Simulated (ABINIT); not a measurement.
# BaTiO3 (P1) in ABINIT: reference runs

How does BaTiO3 come out in PBE? The cell is run as given.

All numbers are computed with ABINIT 10.8.3 (patched build); they aren't measurements. Logs are shortened: lines on timing, memory, paths and dates and some standing lists are left out, and cuts for length are marked. The log counts tension as positive stress, the text compression.

## (1) Starting point

The typed cell holds 10 atoms: a = 4.007 Å, b = 4.007 Å, c = 8.015 Å, α = 90.00°, β = 90.00°, γ = 90.00°.

## (2) Single point, PBE

Contents of run.abi:

```
# Pseudopotentials
pp_dirpath "./"
pseudos "Ba.GGA_PBE-JTH.xml, Ti.GGA_PBE-JTH.xml, O.GGA_PBE-JTH.xml"

# Structure
structure "poscar:POSCAR"
natom 10
chkprim 0
chksymtnons 0
tolsym 1.0e-6

# Plane-wave basis
ecut 625.861884 eV
pawecutdg 45.0
pawxcdev 0
pawovlp 30

# k points
kptopt 1
ngkpt 7 7 4
nshiftk 1
shiftk 0.0 0.0 0.0

# Exchange and correlation
ixc 11

# Bands and occupations
nband 48
occopt 3
tsmear 0.05 eV

# SCF cycle
nstep 100
tolvrs 1.0e-9

# Output
iomode 3
prtwf 0
prtden 0
prteig 0
prtebands 0
enunit 1
```

Contents of POSCAR:

```
BaTiO3
1.0
    4.0073000000      0.0000000000      0.0000000000
    0.0000000000      4.0073000000      0.0000000000
    0.0000000000      0.0000000000      8.0146000000
Ba Ti O
2 2 6
Direct
    0.5774118300      0.5950023200      0.2399217200  Ba
    0.5133239400      0.4560751000      0.7636477900  Ba
    0.0354144600      0.9982134600      0.0132376500  Ti
    0.9499882200      0.9711686500      0.5185272300  Ti
    0.5690732100      0.9256262100      0.9797733700  O
    0.4293289800      0.9665517700      0.5005258200  O
    0.9689020100      0.5955733500      0.9841481100  O
    0.9541317500      0.4628596100      0.5236707700  O
    0.9618464100      0.0102451400      0.2239939200  O
    0.0405791900      0.0186844000      0.7525536100  O
```

Potentials or basis: JTH PAW PBE v2.0.

Launch:

```sh
$ mpirun --bind-to none -np 4 abinit run.abi > log 2>&1
```

run.abo:

```text
.Version 10.8.3 of ABINIT
 Symmetries : space group P1 (#  1); Bravais aP (primitive triclinic)
================================================================================
 Values of the parameters that define the memory need of the present run
     intxc =       0    ionmov =       0      iscf =      17    lmnmax =      18
     lnmax =       6     mgfft =      72  mpssoang =       3    mqgrid =    4574
     natom =      10  nloc_mem =       2    nspden =       1   nspinor =       1
    nsppol =       1      nsym =       1    n1xccc =       1    ntypat =       3
    occopt =       3   xclevel =       2
       mpw =        4602          nfft =       93312          nkpt =          99
Pmy_natom=         3
 PAW method is used; the additional fine FFT grid is defined by:
   mgfftf=        96    nfftf =    221184
================================================================================
================================================================================

--------------------------------------------------------------------------------
------------- Echo of variables that govern the present computation ------------
--------------------------------------------------------------------------------
 -outvars: echo values of preprocessed input variables --------
            acell      1.0000000000E+00  1.0000000000E+00  1.0000000000E+00 Bohr
              amu      1.37327000E+02  4.78800000E+01  1.59994000E+01
          chkprim           0
      chksymtnons           0
             ecut      2.30000000E+01 Hartree
           enunit           1
                       outvar_i_n : Printing only first  50 k-points.
              ixc          11
                       outvar_i_n : Printing only first  50 k-points.
         kptrlatt        7    0    0      0    7    0      0    0    4
          kptrlen      5.30088965E+01
            natom          10
            nband          48
            ngfft          36      36      72
          ngfftdg          48      48      96
             nkpt          99
            nstep         100
             nsym           1
           ntypat           3
                       prtocc : prtvol=0, do not print more k-points.
           occopt           3
        pawecutdg      4.50000000E+01 Hartree
          pawovlp      3.0000000000E+01
         pawxcdev           0
           prtden           0
        prtebands           0
           prteig           0
            prtwf           0
            rprim      7.5726995044E+00  0.0000000000E+00  0.0000000000E+00
                       0.0000000000E+00  7.5726995044E+00  0.0000000000E+00
                       0.0000000000E+00  0.0000000000E+00  1.5145399009E+01
          spgroup           1
           tolsym      1.00000000E-06
           tolvrs      1.00000000E-09
           tsmear      1.83746611E-03 Hartree
            typat      1  1  2  2  3  3  3  3  3  3
           useylm           1
[... 280 lines left out ...]
kinetic             :  8.01314272554565E+01
hartree             :  6.44410524410984E+01
xc                  : -4.39011815971395E+01
Ewald energy        : -2.01427946168560E+02
psp_core            :  1.85984570683804E+01
local_psp           : -1.92044507760396E+02
PAW spherical_terms :  7.85697096120422E+00
internal            : -2.66345727799956E+02
'-kT*entropy'       : -1.30379317551179E-09
total_energy        : -2.66345727801259E+02
total_energy_eV     : -7.24763647416699E+03
...

--- !EnergyTermsDC
iteration_state     : {dtset: 1, }
comment             : '"Double-counting" decomposition of free energy'
band_energy         : -2.84492223341129E+01
Ewald energy        : -2.01427946168560E+02
psp_core            :  1.85984570683804E+01
xc_dc               : -6.09631358878624E+01
PAW spherical_terms :  5.89612269114968E+00
internal            : -2.66345724631005E+02
'-kT*entropy'       : -1.30379317551179E-09
total_energy_dc     : -2.66345724632309E+02
total_energy_dc_eV  : -7.24763638793545E+03
...

--- !EnergyTermsWithPAWCore
iteration_state     : {dtset: 1, }
comment             : 'Components of total free energy, including PAW core contributions'
Total energy        : -1.84309479403319E+04
Total energy DC     : -1.84309479371629E+04
Total energy (eV)   : -5.01531643283939E+05
Total energy DC (eV): -5.01531643197707E+05
...

 Cartesian components of stress tensor (hartree/bohr^3)
  sigma(1 1)= -5.50565493E-04  sigma(3 2)=  3.29098449E-05
  sigma(2 2)= -7.50367869E-04  sigma(3 1)=  1.21899703E-04
  sigma(3 3)= -7.51392145E-04  sigma(2 1)= -6.70759726E-05

-Cartesian components of stress tensor (GPa)         [Pressure=  2.0127E+01 GPa]
- sigma(1 1)= -1.61981960E+01  sigma(3 2)=  9.68241065E-01
- sigma(2 2)= -2.20765849E+01  sigma(3 1)=  3.58641309E+00
- sigma(3 3)= -2.21067201E+01  sigma(2 1)= -1.97344325E+00

== END DATASET(S) ==============================================================
================================================================================

 -outvars: echo values of variables after computation  --------
            acell      1.0000000000E+00  1.0000000000E+00  1.0000000000E+00 Bohr
           etotal     -2.6634572463E+02
            fcart     -6.0722837409E-02 -7.2708942050E-02  2.0015751628E-02
                      -1.4208484152E-02  1.1266843455E-02 -1.4856490456E-02
                       2.7098793803E-02  5.3567328450E-02 -8.5697024618E-02
                       4.0155889634E-02  1.8056369848E-02  4.6205739407E-02
                      -8.6160614213E-02  7.9779291014E-02  5.0215639831E-03
                       3.0048552535E-02  7.0881352071E-05 -1.1173399723E-02
                       5.8610090609E-02 -1.4356259667E-01  1.0220471329E-02
                      -6.2634737372E-03  1.9662684492E-02 -2.7513000435E-02
                       3.6249211345E-02  4.1144995299E-02  8.9224640371E-02
                      -2.4807128414E-02 -7.2768551891E-03 -3.1448251486E-02
            rprim      7.5726995044E+00  0.0000000000E+00  0.0000000000E+00
                       0.0000000000E+00  7.5726995044E+00  0.0000000000E+00
                       0.0000000000E+00  0.0000000000E+00  1.5145399009E+01
           strten     -5.5056549317E-04 -7.5036786863E-04 -7.5139214481E-04
                       3.2909844879E-05  1.2189970332E-04 -6.7075972570E-05
           xangst      2.3138624264E+00  2.3843527969E+00  1.9228766171E+00
                       2.0570430248E+00  1.8276297482E+00  6.1203315777E+00
                       1.4191636556E-01  4.0001407983E+00  1.0609446969E-01
                       3.8068877940E+00  3.8917641311E+00  4.1557883376E+00
                       2.2804470744E+00  3.7092619113E+00  7.8524916512E+00
                       1.7204500216E+00  3.8732629079E+00  4.0115142370E+00
                       3.8826810247E+00  2.3866410855E+00  7.8875534424E+00
                       3.8234921618E+00  1.8548173152E+00  4.1970117532E+00
                       3.8544071188E+00  4.1055349522E-02  1.7952216712E+00
                       1.6261298809E-01  7.4873996120E-02  6.0314161627E+00
             xred      5.7741183000E-01  5.9500232000E-01  2.3992172000E-01
                       5.1332394000E-01  4.5607510000E-01  7.6364779000E-01
                       3.5414460000E-02  9.9821346000E-01  1.3237650000E-02
                       9.4998822000E-01  9.7116865000E-01  5.1852723000E-01
                       5.6907321000E-01  9.2562621000E-01  9.7977337000E-01
                       4.2932898000E-01  9.6655177000E-01  5.0052582000E-01
                       9.6890201000E-01  5.9557335000E-01  9.8414811000E-01
                       9.5413175000E-01  4.6285961000E-01  5.2367077000E-01
                       9.6184641000E-01  1.0245140000E-02  2.2399392000E-01
                       4.0579190000E-02  1.8684400000E-02  7.5255361000E-01
 Calculation completed.
```

It took 7.2 min on 4 MPI ranks of Arm Neoverse V2, shared host; peak memory 1.1 GiB.

Results:

- Free energy: -7247.6364 eV
- Pressure: 20.1 GPa
- Largest force: 7.991 eV/Å
- Band gap on the k mesh: 1.49 eV, direct

Forces on the atoms (eV/Å):
```
Ba  -3.122 -3.739  1.029
Ba  -0.731  0.579 -0.764
Ti   1.393  2.755 -4.407
Ti   2.065  0.928  2.376
O   -4.431  4.102  0.258
O    1.545  0.004 -0.575
O    3.014 -7.382  0.526
O   -0.322  1.011 -1.415
O    1.864  2.116  4.588
O   -1.276 -0.374 -1.617
```

Levels at points of the mesh, in eV from the valence-band top:
```tsv
k point	band 36	band 37	band 38	band 39	band 40	band 41	band 42	band 43	band 44	band 45
(0.00, 0.00, 0.00)	-1.33	-1.05	-0.92	-0.64	0.00	1.49	1.76	1.83	2.68	3.42
(0.00, 0.00, 0.50)	-1.29	-1.11	-1.03	-0.80	-0.01	1.50	1.94	2.07	2.67	3.19
```

Caveat: this set's barium file shifts pressures by 1.5 GPa and gaps by 0.1 eV against other sets; the atomic spheres overlap; so large a pressure means that the cell lies far from this level's equilibrium, or that cutoff or potentials fall short; spin-orbit coupling is left out, which moves the levels of the heavy elements; an odd mesh through Γ misses points on the zone boundary, where band edges often lie; forces of over 1 eV/Å show positions far from the minimum, so gaps and moduli don't describe the material at rest.
